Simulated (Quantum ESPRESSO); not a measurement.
Input of a Quantum ESPRESSO 7.5 run:

File pw.in:

```
&CONTROL
  calculation = 'vc-relax'
  prefix = 'pwscf'
  outdir = './tmp'
  pseudo_dir = './pseudo'
  tprnfor = .true.
  tstress = .true.
  disk_io = 'low'
  nstep = 40
  forc_conv_thr = 0.0004
  etot_conv_thr = 1d-05
/
&SYSTEM
  ibrav = 0
  nat = 2
  ntyp = 1
  ecutwfc = 52
  ecutrho = 414
  nbnd = 22
  occupations = 'smearing'
  smearing = 'fd'
  degauss = 0.00367493
/
&ELECTRONS
  conv_thr = 4d-10
  electron_maxstep = 120
  mixing_beta = 0.5
/
&IONS
  ion_dynamics = 'bfgs'
/
&CELL
  cell_dynamics = 'bfgs'
  press = 0
  press_conv_thr = 0.3
/
ATOMIC_SPECIES
Sb   121.7600 sb_pbesol_v1.4.uspp.F.UPF
CELL_PARAMETERS bohr
   5.9004846310    0.0000000000    0.0000000000
   0.0000000000    8.2156183419    0.0000000000
  -0.0735386921    0.0000000000    8.3258536256
ATOMIC_POSITIONS bohr
Sb     0.0494655872    2.0539045855    2.0079128155
Sb     5.7774803516    6.1617137564    6.3179408102
K_POINTS automatic
8 5 5 0 0 0
```

Potentials or basis: GBRV 1.5 PBEsol.

Launch:

```console
$ OMP_NUM_THREADS=1 mpirun -n 2 pw.x -nk 2 -in pw.in > pw.out
```

**Question.** Predict the relaxed volume.

**Answer.** 28.68 Å³/atom.

**Question.** What does it give for the relaxed cell?

**Answer.** a = 3.060 Å, b = 4.328 Å, c = 4.330 Å, α = 90.00°, β = 90.07°, γ = 90.00°.

**Question.** What does it give for the band gap on the k mesh?

**Answer.** None (metal or under the smearing width).

Final structure:
```yaml
crystal:
  lattice:
    - [3.06026, 0.00000, 0.01180]
    - [0.00000, 4.32837, 0.00000]
    - [-0.02165, 0.00000, 4.33039]
  atoms:
    - { symbol: Sb, position: [0.00068, 0.25000, 0.25119] }
    - { symbol: Sb, position: [0.99932, 0.75000, 0.74881] }
```

The run has no spin-orbit coupling, so splittings on Sb are missing.
